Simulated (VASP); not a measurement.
Set up this calculation in VASP 6.6.1, as the native input.

```
Task                   : phonon dispersion
Functional             : PBE
Potentials or basis    : VASP PAW PBE potentials, release 64 (C)
Cutoff                 : 520 eV
k mesh                 : 4 × 4 × 4
Occupations            : gaussian, width 0.03 eV
Spin                   : no spin polarisation
Long-range dipole term : no
Supercell matrix       : [2, 0, 0, 0, 2, 0, 0, 0, 2]
Further INCAR settings : LREAL = Auto; ALGO = Normal; EDIFF = 1e-07; IBRION = 6; POTIM = 0.015; NSW = 1
```

The structure of C lies in POSCAR:

```
C
1.0
    0.0000000000      3.5667400000      3.5667400000
    3.5667400000      0.0000000000      3.5667400000
    3.5667400000      3.5667400000      0.0000000000
C
16
Direct
    0.0000000000      0.0000000000      0.0000000000
    0.0000000000      0.0000000000      0.5000000000
    0.0000000000      0.5000000000      0.0000000000
    0.0000000000      0.5000000000      0.5000000000
    0.5000000000      0.0000000000      0.0000000000
    0.5000000000      0.0000000000      0.5000000000
    0.5000000000      0.5000000000      0.0000000000
    0.5000000000      0.5000000000      0.5000000000
    0.1250000000      0.1250000000      0.1250000000
    0.1250000000      0.1250000000      0.6250000000
    0.1250000000      0.6250000000      0.1250000000
    0.1250000000      0.6250000000      0.6250000000
    0.6250000000      0.1250000000      0.1250000000
    0.6250000000      0.1250000000      0.6250000000
    0.6250000000      0.6250000000      0.1250000000
    0.6250000000      0.6250000000      0.6250000000
```

This isn't the form of C at room conditions, which is graphite.

The input as run:

INCAR

```
SYSTEM = C
ALGO     = Normal         ! electronic algorithm
EDIFF    = 1E-7           ! SCF threshold, eV
ENCUT    = 520            ! plane-wave cutoff, eV
GGA      = PE             ! functional
IBRION   = 6              ! ionic algorithm
ISIF     = 2              ! what is computed and relaxed
ISMEAR   = 0              ! smearing method
KPAR     = 4            
LASPH    = .True.         ! aspherical terms in the spheres
LCHARG   = .False.        ! write CHGCAR
LPHON_DISPERSION= .True.       
LREAL    = Auto         
LWAVE    = .False.        ! write WAVECAR
NELM     = 80             ! most SCF steps
NFREE    = 2            
NSW      = 1              ! ionic steps
PHON_NWRITE= -3           
POTIM    = 0.015          ! step
PREC     = Accurate       ! precision mode
SIGMA    = 0.03           ! smearing width, eV
```

KPOINTS

```
k-points
0
Gamma
  4 4 4
  0 0 0
```

QPOINTS

```
path GXWKGLUWLK,UX
8
line-mode
reciprocal
 0.0000000000  0.0000000000  0.0000000000  G
 0.5000000000  0.0000000000  0.5000000000  X

 0.5000000000  0.0000000000  0.5000000000  X
 0.5000000000  0.2500000000  0.7500000000  W

 0.5000000000  0.2500000000  0.7500000000  W
 0.3750000000  0.3750000000  0.7500000000  K

 0.3750000000  0.3750000000  0.7500000000  K
 0.0000000000  0.0000000000  0.0000000000  G

 0.0000000000  0.0000000000  0.0000000000  G
 0.5000000000  0.5000000000  0.5000000000  L

 0.5000000000  0.5000000000  0.5000000000  L
 0.6250000000  0.2500000000  0.6250000000  U

 0.6250000000  0.2500000000  0.6250000000  U
 0.5000000000  0.2500000000  0.7500000000  W

 0.5000000000  0.2500000000  0.7500000000  W
 0.5000000000  0.5000000000  0.5000000000  L

 0.5000000000  0.5000000000  0.5000000000  L
 0.3750000000  0.3750000000  0.7500000000  K

 0.6250000000  0.2500000000  0.6250000000  U
 0.5000000000  0.0000000000  0.5000000000  X
```

Potentials or basis: VASP PAW PBE potentials, release 64 (C).

The run is started by

```console
$ cat potpaw_PBE.64/C/POTCAR > POTCAR
$ mpirun -np 4 vasp_std > vasp.out
```

It gave:

```
Highest phonon frequency : 1335 cm⁻¹
```

Caveat: the k mesh is coarse (spacing up to 0.38 Å⁻¹), so the values aren't converged.

Wall time 75 s on 4 MPI ranks on AMD EPYC 7R13 Processor (Zen 3), on a shared host, peak memory 0.25 GiB a rank.
